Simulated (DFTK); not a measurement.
## Rh in DFTK: convergence with cutoff

Crystal: Rh.

```
Rh
1.0
     0.00092    1.85717    1.87381
     1.88585   -0.02297    1.89770
     1.90657    1.90177   -0.04368
Rh
1
Cartesian
  0.0001 -0.0069 0.0222
```

The cell isn't the ideal one: cell strained at random.

| Quantity | Value |
| --- | --- |
| Program | DFTK 0.8.2 |
| Task | convergence study |
| Functional | PBEsol |
| Potentials or basis | SG15 1.2 (PBE) |
| Cutoff | 327 eV |
| k mesh | 5 × 5 × 5 |
| Occupations | fermi-dirac, width 0.05 eV |
| Spin | collinear spin, ferromagnetic start |
| Starting moments | [0.6] μB |

These are the settings of the first run; the series varies cutoff, with any setting tied to it.

Hardware: 1 thread of Intel(R) Xeon(R) 6975P-C (Granite Rapids), with other jobs on the host.

**Question.** The values tried are 326.537 eV, 435.382 eV, 517.016 eV, 653.073 eV, 816.342 eV, 952.399 eV, 1142.88 eV, 1387.78 eV, loosest first. From which on does the energy stay within 1 meV/atom of the tightest run that finished?

**Answer.** From 1142.88 eV on.

```tsv
cutoff	energy less the tightest run, at zero smearing (meV/atom)	pressure (GPa)	absolute moment (μB)	SCF cycles
326.537 eV	1642.96	-142.75	0.54	9
435.382 eV	41.15	-1.57	0.53	10
517.016 eV	30.32	-0.42	0.53	10
653.073 eV	17.09	0.18	0.53	10
816.342 eV	8.70	-0.35	0.53	10
952.399 eV	1.06	0.01	0.53	10
1142.88 eV	0.10	0.17	0.53	10
1387.78 eV	0.00	0.17	0.53	10
```

Against the tightest run, the pressure stays within 0.1 GPa from 1142.88 eV on; the absolute moment stays within 0.02 μB from 326.537 eV on. The tightest run that finished is the yardstick and may itself not be fully converged.

Caveat, for the tightest run too: the k mesh is coarse (spacing up to 0.58 Å⁻¹), so the values aren't converged; the potentials were made for another functional, which shifts forces and pressure.
